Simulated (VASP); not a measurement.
Here is a VASP 6.6.1 calculation.

File INCAR:

```
PREC = Accurate
ENCUT = 520
EDIFF = 1E-6
ISMEAR = 0
SIGMA = 0.05
LREAL = False
LASPH = True
NELM = 150
ALGO = Normal
ISIF = 2
LWAVE = False
LCHARG = False
ISPIN = 2
MAGMOM = 0 0.94 0 0 0
LORBIT = 11
LMAXMIX = 4
LDAU = True
LDAUTYPE = 2
LDAUL = -1 2 -1
LDAUU = 0 3.25 0
LDAUJ = 0 0 0
LDAUPRINT = 1
GGA = PE
NBANDS = 32
```

The input KPOINTS:

```
Automatic mesh
0
Gamma
  6 6 6
```

Contents of POSCAR:

```
SrVO3
1.0
    3.8927877112      0.0000000000      0.0000000000
    0.0000000000      3.8927877112      0.0000000000
    0.0000000000      0.0000000000      3.8927877112
Sr V O
1 1 3
Direct
    0.5000000000      0.5000000000      0.5000000000
    0.0000000000      0.0000000000      0.0000000000
    0.5000000000      0.0000000000      0.0000000000
    0.0000000000      0.5000000000      0.0000000000
    0.0000000000      0.0000000000      0.5000000000
```

Potentials or basis: VASP PAW PBE potentials, release 64 (Sr_sv, V_sv, O).

The run is started by

```console
$ cat potpaw_PBE.64/Sr_sv/POTCAR potpaw_PBE.64/V_sv/POTCAR potpaw_PBE.64/O/POTCAR > POTCAR
$ mpirun -np 1 vasp_std > vasp.out
```

(1) What does it give for the band gap on the k mesh?

(2) Estimate the site moments.

(3) What does it give for the net moment?

(4) Predict the pressure.

Results:

(1) none (metal or under the smearing width).

(2) Sr -0.00; V +1.13; O -0.06 μB.

(3) 1.00 μB per cell.

(4) 0.8 GPa.
